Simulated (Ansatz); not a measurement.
# SrTiO3: the cost of one run

Program: Ansatz 0.2.0. Level of theory: DFT PBE, scalar-relativistic, plane waves, PAW. These are calculated values, not measurements.

12 further runs of the same task are left out: 1 for a known fault of the program, 11 set aside as unsound or not needed. Runs told in other sessions of the task aren't counted.

**1. Starting point**

Symmetry: Pm-3m, No. 221, cubic system. Conventional cell: a = 3.936 Å, b = 3.936 Å, c = 3.936 Å, α = 90.00°, β = 90.00°, γ = 90.00°. Sr (site symmetry m-3m) has 12 O at 2.78 Å in its first shell of neighbours. Ti (site symmetry m-3m) has 6 O at 1.97 Å in its first shell of neighbours. O (site symmetry 4/mmm) is surrounded by 2 Ti at 1.97 Å and 4 Sr at 2.78 Å.

Coordinates:

```cif
data_structure
_symmetry_space_group_name_H-M 'P 1'
_symmetry_Int_Tables_number 1
_cell_length_a 3.9364
_cell_length_b 3.9364
_cell_length_c 3.9364
_cell_angle_alpha 90.000
_cell_angle_beta 90.000
_cell_angle_gamma 90.000
_cell_volume 61.00
loop_
_atom_site_label
_atom_site_type_symbol
_atom_site_fract_x
_atom_site_fract_y
_atom_site_fract_z
_atom_site_occupancy
Sr1 Sr 0.00000 0.00000 0.00000 1
Ti1 Ti 0.50000 0.50000 0.50000 1
O1 O 0.00000 0.50000 0.50000 1
O2 O 0.50000 0.00000 0.50000 1
O3 O 0.50000 0.50000 0.00000 1
```

This cell was relaxed beforehand with the same method: volume 12.20 Å³/atom, gap on the mesh 1.85 eV.

**2. Plan of the line**

The energy is mapped over a normal mode and a strain (zone-centre modes of the cell shown) (x along [1 0 0], y along [0 1 0], z along [0 0 1] of the conventional cell).

First coordinate, amplitude of mode 1 (141i cm⁻¹), largest displacement in the unstrained cell: 11 values from −0.096 Å. Second coordinate, strain +e along z and -e/2 along x and y: 7 values from −7.00 %.

Nothing else is relaxed (the pattern is fixed in fractional coordinates). Energies count from the relaxed high-symmetry cell. Points are written as (first, second).

The modes come from a phonon run on the reference cell, made beforehand.

Displacement patterns for an amplitude of 1 (Å):

| atom | x1 | y1 | z1 |
| --- | --- | --- | --- |
| Sr1 | -0.140 | 0.000 | 0.000 |
| Ti2 | -0.662 | 0.000 | 0.000 |
| O3 | 1.000 | 0.000 | 0.000 |
| O4 | 0.873 | 0.000 | 0.000 |
| O5 | 0.873 | 0.000 | 0.000 |

**3. Point (−0.019 Å, −7.00 %)**

Contents of input.yaml:

```yaml
crystal:
  lattice:
    - [4.0741837684, 0.0, 0.0]
    - [0.0, 4.0741837684, 0.0]
    - [0.0, 0.0, 3.6608607774]
  atoms:
    - { symbol: Sr, position: [0.0006835254, 0.0, 0.0] }
    - { symbol: Ti, position: [0.5032269229, 0.5, 0.5] }
    - { symbol: O, position: [-0.0048775414, 0.5, 0.5] }
    - { symbol: O, position: [0.4957398015, 0.0, 0.5] }
    - { symbol: O, position: [0.4957398015, 0.5, 0.0] }
basis:
  ecutwfc: 520.0
kpoints:
  mp_grid: { grid: [8, 8, 8] }
hamiltonian:
  xc: pbe
  pseudopotentials: { kind: paw, azcp: { folder: soft_1 } }
scf:
  occupations: { method: gaussian, width: 0.05 }
output:
  forces: true
  stress: true
  eigenvalues: true
```

Started as:

```
ansatz run input.yaml --threads 2 --pin off --max-ram 4096MiB --backend cpu --events-out ev --progress --plain --runs-dir out
```

**Question.** How long does this run take on 2 threads of Arm Neoverse N1, shared host, and how much memory does it need?

About 24 s, with a peak of 0.46 GiB.
